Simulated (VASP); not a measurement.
## From an Ansatz input to VASP: KBr (strained measured structure)

Ansatz input

```yaml
crystal:
  lattice:
    - [0.0, 3.302438701, 3.2720562649]
    - [3.302438701, 0.0, 3.2720562649]
    - [3.302438701, 3.302438701, 0.0]
  atoms:
    - { symbol: K, position: [0.0, 0.0, 0.0] }
    - { symbol: Br, position: [0.5, 0.5, 0.5] }
kpoints:
  mp_grid: { grid: [6, 6, 6] }
  band_path:
    path:
      - [0.0, 0.0, 0.0]
      - [0.5, 0.0, 0.5]
      - [0.625, 0.25, 0.625]
      - [0.375, 0.375, 0.75]
      - [0.5, 0.5, 0.5]
      - [0.5, 0.25, 0.75]
    npoints: 1
hamiltonian:
  xc: pbe
scf:
  occupations: { method: fermi_dirac, width: 0.02 }
  n_extra_bands: 4
output:
  forces: true
  stress: true
  eigenvalues: true
  write_density: true
  write_potential: true
  elf: true
  volumetric_format: npy
```

Q: Translate this input to VASP.

A: 

INCAR

```
NSW = 0
NELM = 120
ENCUT = 520
SIGMA = 0.02
LCHARG = .FALSE.
ISMEAR = -1
ISIF = 2
NBANDS = 15
LREAL = .FALSE.
GGA = PE
LWAVE = .FALSE.
IBRION = -1
EDIFF = 1E-7
PREC = Accurate
LASPH = .TRUE.
```

KPOINTS

```
KPOINTS created by Atomic Simulation Environment
0
Gamma
6 6 6
0 0 0
```

KPOINTS_OPT

```
special points
6
Reciprocal
0.0000000000 0.0000000000 0.0000000000 1
0.5000000000 0.0000000000 0.5000000000 1
0.6250000000 0.2500000000 0.6250000000 1
0.3750000000 0.3750000000 0.7500000000 1
0.5000000000 0.5000000000 0.5000000000 1
0.5000000000 0.2500000000 0.7500000000 1
```

POSCAR

```
K  Br
 1.0000000000000000
     0.0000000000000000    3.3024387009999998    3.2720562648999998
     3.3024387009999998    0.0000000000000000    3.2720562648999998
     3.3024387009999998    3.3024387009999998    0.0000000000000000
 K   Br
   1   1
Cartesian
  0.0000000000000000  0.0000000000000000  0.0000000000000000
  3.3024387010000003  3.3024387010000003  3.2720562648999989
```

VASP ran with the recommended PBE PAW datasets (16 valence electrons in the cell). Other inputs would serve too.

```json
{"": "gap between bands v and c", "Ansatz": "4.45 eV", "VASP": "4.45 eV"}
{"": "least direct gap", "Ansatz": "4.45 eV", "VASP": "4.45 eV"}
{"": "pressure", "Ansatz": "0.8 GPa", "VASP": "0.9 GPa"}
```

Each program uses its own PAW datasets. VASP's cell holds 16 valence electrons and Ansatz's 16. Ansatz's stress includes a Pulay correction; VASP's doesn't.
